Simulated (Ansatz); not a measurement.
## Notes on TlCl

```
Tl Cl
1.0
     3.90749    0.00000    0.00000
     0.00000    3.90749    0.00000
     0.00000    0.00000    3.90749
Tl Cl
1 1
Direct
  0.00000 0.00000 0.00000
  0.50000 0.50000 0.50000
```

The numbers come from plane-wave PAW DFT (Ansatz): r2SCAN, spin-orbit coupling, 500 eV, 7×7×7 Γ-centred k points, fermi-dirac occupations (width 0.1 eV). Nothing was relaxed.

The state carries no moments; the state need not be the lowest.

**Band edges.** Within 0.7 eV of the edges, the states project mainly on Cl p (74 %) and Tl s (23 %) below the gap and on Tl p (83 %) above it.
**Charges.** Bader charges in e: Tl +0.73, Cl -0.73. In the mean Tl gives up most and Cl takes most.
**Electronic structure.** The gap is 2.16 eV, indirect (the least direct gap found is 2.44 eV).
**Stress.** The pressure is -1.5 GPa (compression positive), so with the atoms held at these fractions the cell would first shrink.
**Formation energy.** -1.08 eV an atom against the elements' usual phases (free molecules for gases, crystals otherwise, with no correction for O₂ or N₂), so it is bound against them; other compounds may still compete. Relaxing would lower it.

Origin: a database entry at a rescaled volume. Caveats: the mesh misses a band edge that the path finds.
